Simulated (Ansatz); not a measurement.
## Phase order of Cu (with spin–orbit coupling)

Structure types of Cu are relaxed in primitive cells with their symmetry kept at 0 GPa, first on PAW files, then by LAPW. The enthalpy is E + pV at zero temperature, without zero-point motion. Only the types listed were tried, and differences under about 5 meV/atom are mesh noise.

Computed with Ansatz 0.2.0; functional PBE, with spin–orbit coupling. Settings: Fermi–Dirac smearing of 0.05 eV, no spin polarisation. Methods: LAPW: all electrons, basis error target 0.5 meV/atom; PAW: frozen-core files, cutoff 420 eV.

k meshes: fcc 19×19×19, bcc 20×20×20, hcp 18×18×10.

```
start type        ends as          a, b, c (Å)  V (Å³/atom)  H − H(lowest), LAPW (meV/atom)
       fcc     fcc, Fm-3m  3.629, 3.629, 3.629        11.95                             0.0
       bcc     bcc, Im-3m  2.885, 2.885, 2.885        12.00                               ?
       hcp  hcp, P6_3/mmc  2.568, 2.568, 4.195        11.97                             8.8
```

What belongs in the row "bcc", column "H − H(lowest), LAPW (meV/atom)"?

37.9.
